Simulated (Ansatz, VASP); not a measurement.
# SiC2: VASP beside Ansatz

```xyz
6
Lattice="2.5455 0.0000 0.0000 -1.2728 2.2045 0.0000 0.0000 0.0000 8.9997" Properties=species:S:1:pos:R:3 pbc="T T T"
Si    0.0000    1.4697    6.7498
Si    1.2728    0.7348    2.2499
C     0.0000    1.4697    8.7882
C     0.0000    1.4697    4.7114
C     1.2728    0.7348    4.2884
C     1.2728    0.7348    0.2115
```

Alike in both runs: functional PBE; k mesh 18 × 18 × 4; occupations gaussian, width 0.1 eV; no spin polarisation.

Ansatz relaxed the structure, and its values are those at the end. VASP's run is a single point on that final structure, the one shown.

|  | VASP | Ansatz |
| --- | --- | --- |
| version | VASP 6.6.1 | Ansatz 0.2.0 |
| potentials or method | VASP PAW PBE potentials, release 64 (Si, C) | scalar-relativistic, plane waves, PAW |
| plane-wave cutoff (eV) | 520 | 420 |
| valence electrons in the cell | 24 | 24 |

Ansatz gave:

```
gap on the k mesh at the Fermi level (eV) : none
pressure (GPa)                            : 0.0
rms of the force components (eV/Å)        : 0.000
```

**Question.** Which values does VASP return?

**Answer.** gap on the k mesh at the Fermi level (eV): none; pressure (GPa): 0.2; rms of the force components (eV/Å): 0.006.

A gap of «none» marks a metal or a gap that the smearing closes.
